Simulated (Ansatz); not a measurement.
ZnSnN2 as one 8-atom ordering (I-42d) on the zincblende lattice, relaxed with r2SCAN. Space group I-42d (No. 122), tetragonal; conventional cell a = 4.746 Å, c = 9.575 Å, 13.48 Å³ an atom. Zn has 4 N at 2.05 Å; N has 2 Zn at 2.05 Å and 2 Sn at 2.07 Å; Sn has 4 N at 2.07 Å.

```yaml
crystal:
  lattice:
    - [-2.37290, 2.37290, 4.78741]
    - [2.37290, -2.37290, 4.78741]
    - [2.37290, 2.37290, -4.78741]
  atoms:
    - { symbol: Zn, position: [0.00000, 0.00000, 0.00000] }
    - { symbol: N, position: [0.37500, 0.37181, 0.49681] }
    - { symbol: Zn, position: [0.75000, 0.25000, 0.50000] }
    - { symbol: N, position: [0.12181, 0.62500, 0.99681] }
    - { symbol: Sn, position: [0.50000, 0.50000, 0.00000] }
    - { symbol: N, position: [0.87500, 0.87819, 0.50319] }
    - { symbol: Sn, position: [0.25000, 0.75000, 0.50000] }
    - { symbol: N, position: [0.62819, 0.12500, 0.00319] }
```

3 runs of Ansatz 0.2.0 on this cell differ in the functional (and in the settings that go with it). Levels are in eV from each run's valence top; v1 is the last filled band, c1 the first empty one.

Run A, mean stress +4.8 GPa (compression positive):
```
point     v4     v3     v2     v1    c1    c2
    Γ  -2.32  -0.01   0.00   0.00  0.09  2.88
    X  -0.85  -0.85  -0.61  -0.61  3.11  3.11
    P  -0.86  -0.86  -0.76  -0.76  3.41  3.41
    N  -1.87  -1.54  -1.21  -0.69  3.22  3.97
    M  -1.35  -1.35  -1.11  -1.11  2.81  2.81
    S  -1.92  -1.69  -0.84  -0.70  3.15  4.07
```

Run B, mean stress 0.0 GPa (compression positive):
```
point     v4     v3     v2     v1    c1    c2
    Γ  -2.39  -0.01   0.00   0.00  0.39  3.24
    X  -0.88  -0.88  -0.64  -0.64  3.54  3.54
    P  -0.89  -0.89  -0.79  -0.79  3.83  3.83
    N  -1.91  -1.58  -1.23  -0.72  3.62  4.39
    M  -1.39  -1.39  -1.15  -1.15  3.17  3.17
    S  -1.98  -1.74  -0.87  -0.73  3.55  4.52
```

Run C, mean stress -0.6 GPa (compression positive):
```
point     v4     v3     v2     v1    c1    c2
    Γ  -2.52  -0.03   0.00   0.00  1.18  3.94
    X  -0.94  -0.94  -0.73  -0.73  4.44  4.44
    P  -0.96  -0.96  -0.88  -0.88  4.75  4.75
    N  -1.98  -1.74  -1.25  -0.84  4.55  5.27
    M  -1.48  -1.48  -1.27  -1.27  3.85  3.85
    S  -2.08  -1.90  -0.93  -0.82  4.38  5.46
```

Q: Match the runs to PBE, r2SCAN, HSE06.

A: A is PBE, B is r2SCAN, C is HSE06. In order of the gap: PBE 0.09, r2SCAN 0.39, HSE06 1.18 eV. The stress vanishes for r2SCAN, which relaxed the cell.

The calculation is spin-unpolarised, and the structure need not be a phase that has been made.

No spin-orbit coupling is included; it can move band edges with weight on the heavy atoms by tenths of an eV.

The stress of a hybrid is loosely converged in these runs.

Gaps or overlaps of about a tenth of an eV are at the limit of these meshes: between the points read a gap can be smaller or closed.

The meshes of the hybrids are coarse, so their gaps aren't converged to the digits shown.
